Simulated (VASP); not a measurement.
A run of VASP 6.6.1 is set up as follows.

Contents of INCAR:

```
SYSTEM = Os
ALGO = Normal
EDIFF = 1E-7
ENCUT = 520
GGA = PS
ISIF = 2
ISMEAR = 1
LASPH = .True.
LCHARG = .False.
LREAL = .False.
LWAVE = .False.
NBANDS = 10
NELM = 100
PREC = Accurate
SIGMA = 0.05
```

Contents of KPOINTS:

```
k-points
0
Gamma
  11 11 11
  0 0 0
```

POSCAR

```
Os
1.0
    1.5307423888      1.5307423888      1.5307423888
   -1.5307423888      1.5307423888      1.5307423888
   -1.5307423888     -1.5307423888      1.5307423888
Os
1
Direct
    0.0000000000      0.0000000000      0.0000000000
```

Potentials or basis: VASP PAW PBE potentials, release 64 (Os).

Command:

```sh
$ cat potpaw_PBE.64/Os/POTCAR > POTCAR
$ mpirun -np 1 vasp_std > vasp.out
```

Question: Estimate the band gap on the k mesh.

Answer: None (metal or under the smearing width).

Question: What does it give for the pressure?

Answer: 0.7 GPa.

Caveat: the PAW data sets were made with another functional, which shifts forces and pressure a little. Spin-orbit coupling is left out, which matters for the levels of Os.
